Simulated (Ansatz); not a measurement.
**H2 on ZrN (100)**

The task, for ZrN: adsorb H2 from several starts and take the binding apart.

Method: DFT PBE+D3(BJ), scalar-relativistic, plane waves, PAW, in Ansatz 0.2.0.

2 further runs of the same task are left out: 2 set aside as unsound or not needed.

## Step 1: The system as given

The structure is tetragonal, space group P4mm (No. 99). The conventional cell has a = 3.224 Å, b = 3.224 Å, c = 20.559 Å, α = 90.00°, β = 90.00°, γ = 90.00°. Around Zr (site symmetry 4mm) lie 5 N at 2.20 to 2.28 Å. N (site symmetry 4mm) has 5 Zr at 2.24 to 2.28 Å in its first shell of neighbours. Around Zr (site symmetry 4mm) lie 6 N at 2.24 to 2.36 Å. N (site symmetry 4mm) has 6 Zr at 2.20 to 2.28 Å in its first shell of neighbours. Around Zr (site symmetry 4mm) lie 5 N at 2.20 to 2.29 Å. Around N (site symmetry 4mm) lie 5 Zr at 2.29 to 2.36 Å.

Structure file:

```cif
data_structure
_symmetry_space_group_name_H-M 'P4mm'
_symmetry_Int_Tables_number 99
_cell_length_a 3.2238
_cell_length_b 3.2238
_cell_length_c 20.5591
_cell_angle_alpha 90.000
_cell_angle_beta 90.000
_cell_angle_gamma 90.000
_cell_volume 213.67
loop_
_atom_site_label
_atom_site_type_symbol
_atom_site_symmetry_multiplicity
_atom_site_Wyckoff_symbol
_atom_site_fract_x
_atom_site_fract_y
_atom_site_fract_z
_atom_site_occupancy
Zr1 Zr 1 b 0.50000 0.50000 0.61088 1
N1 N 1 a 0.00000 0.00000 0.61088 1
Zr2 Zr 1 a 0.00000 0.00000 0.50189 1
N2 N 1 b 0.50000 0.50000 0.50373 1
Zr3 Zr 1 b 0.50000 0.50000 0.39685 1
N3 N 1 a 0.00000 0.00000 0.38714 1
```

Miller indices refer to the conventional cell of the relaxed bulk, Fm-3m (No. 225): a = 4.559 Å, b = 4.559 Å, c = 4.559 Å, α = 90.00°, β = 90.00°, γ = 90.00°.

This (100) slab, 4.6 Å thick as cut, with 16 Å of vacuum, in a 2×2 surface cell; its outer planes are ZrN (top) and ZrN (bottom), was relaxed beforehand with its lower half held: -54855.1986 eV, work function 2.39 eV (top face), 2.71 eV (bottom face), gap on the mesh 0.08 eV, too small against the smearing to count, dipole along +c 0.075 e·Å per cell.

## Step 2: H2, tilted, over a bridge (Zr-N) site

input.yaml

```yaml
crystal:
  lattice:
    - [6.4475937654, 0.0, 0.0]
    - [0.0, 6.4475937654, 0.0]
    - [0.0, 0.0, 22.6927372738]
  atoms:
    - { symbol: Zr, position: [0.25, 0.25, 0.3525356991] }
    - { symbol: Zr, position: [0.25, 0.75, 0.3525356991] }
    - { symbol: Zr, position: [0.75, 0.25, 0.3525356991] }
    - { symbol: Zr, position: [0.75, 0.75, 0.3525356991] }
    - { symbol: "N", position: [0.5, 0.5, 0.3525356991] }
    - { symbol: "N", position: [0.5, 0.0, 0.3525356991] }
    - { symbol: "N", position: [0.0, 0.5, 0.3525356991] }
    - { symbol: "N", position: [0.0, 0.0, 0.3525356991] }
    - { symbol: Zr, position: [0.5, 0.5, 0.4512741257] }
    - { symbol: Zr, position: [0.5, 0.0, 0.4512741257] }
    - { symbol: Zr, position: [0.0, 0.5, 0.4512741257] }
    - { symbol: Zr, position: [0.0, 0.0, 0.4512741257] }
    - { symbol: "N", position: [0.75, 0.75, 0.4496072864] }
    - { symbol: "N", position: [0.75, 0.25, 0.4496072864] }
    - { symbol: "N", position: [0.25, 0.75, 0.4496072864] }
    - { symbol: "N", position: [0.25, 0.25, 0.4496072864] }
    - { symbol: Zr, position: [0.75, 0.75, 0.5464450501] }
    - { symbol: Zr, position: [0.75, 0.25, 0.5464450501] }
    - { symbol: Zr, position: [0.25, 0.75, 0.5464450501] }
    - { symbol: Zr, position: [0.25, 0.25, 0.5464450501] }
    - { symbol: "N", position: [0.0, 0.0, 0.5552382769] }
    - { symbol: "N", position: [0.0, 0.5, 0.5552382769] }
    - { symbol: "N", position: [0.5, 0.0, 0.5552382769] }
    - { symbol: "N", position: [0.5, 0.5, 0.5552382769] }
    - { symbol: H, position: [0.125, 0.875, 0.6768630931] }
    - { symbol: H, position: [0.0112506524, 0.8877795114, 0.6827504392] }
basis:
  ecutwfc: 420
kpoints:
  mp_grid: { grid: [3, 3, 1] }
hamiltonian:
  xc: pbe
  dispersion: d3bj
scf:
  occupations: { method: gaussian, width: 0.1 }
output:
  forces: true
  eigenvalues: true
  write_density: true
  write_potential: true
  elf: true
  volumetric_format: npy
relax:
  adjacent_minimum: "off"
  f_tol: 0.04
  max_steps: 100
  constraints: [{ sites: [0, 1, 2, 3, 4, 5, 6, 7] }]
efield:
  axis: 3
  dipole_correction: true
  ramp_width: 0.04
```

Launch:

```
ansatz run input.yaml --threads 4 --pin off --max-ram 10240MiB --backend cpu --events-out ev --progress --plain --runs-dir out
```

Further runs follow: H2, upright, over a top (N) site; the lowest end once more, with its density; the slab alone, frozen as in the lowest end; the molecules alone, frozen as adsorbed.

What does the calculation give? Wanted: H2: lowest end; interaction of the frozen parts; electrons moved above the midplane.

As calculated:

```
                                    quantity                                          value
                              H2: lowest end  E_ads -0.20 eV, tilted start over bridge Zr-N
             interaction of the frozen parts                                -0.22 eV a cell
                  cost of deforming the slab                                        0.02 eV
cost of deforming and crowding the molecules                                        0.00 eV
          electrons moved above the midplane                                         -0.010
```

In words: H2 binds with 0.20 eV a molecule at best, which is physisorption. In all 0.13 electrons are rearranged, and 0.01 cross the midplane towards the slab. In some runs the vacuum holds more charge than the dipole correction wants, so vacuum levels can be off.
